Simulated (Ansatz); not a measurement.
Runs of Ansatz 0.2.0 on Pd. It takes space group P6_3/mmc (No. 194, hexagonal). The conventional cell has a = 2.784 Å, b = 2.784 Å, c = 4.629 Å, α = 90.00°, β = 90.00°, γ = 120.00°. Pd (site symmetry -6m2) has 12 Pd at 2.78 to 2.82 Å as nearest neighbours. This isn't the form of Pd at room conditions, which is fcc.

```csv
potentials or basis,spin,k mesh,basis error allowed,pressure (GPa)
all-electron PAW datasets made for the crystal,off,11 × 11 × 6,-,-10.4
"all-electron LAPW, scalar-relativistic",off,8 × 8 × 4,0.001 eV/atom,-10.3
"all-electron LAPW, inner shells corrected to Dirac's equation",off,11 × 11 × 6,0.001 eV/atom,-10.4
"all-electron LAPW, scalar-relativistic",off,11 × 11 × 6,0.001 eV/atom,-10.4
"all-electron LAPW, relativistic spinors","SOC, no magnetisation",8 × 8 × 4,0.001 eV/atom,-10.1
"all-electron LAPW, non-relativistic",off,11 × 11 × 6,0.001 eV/atom,(a)
```

Alike in all rows: task band structure; level PBEsol; cell as given; cutoff (eV) 260; smearing fermi-dirac 0.05 eV.

Q: Fill in the values left out.

A: (a) -1.4.

Caveats: the k mesh is thin for a metal, which can move the energy by tens of meV per atom (some runs); relativity is left out, which matters for the heavier elements (some runs).

The runs don't all hold the same shells in valence.
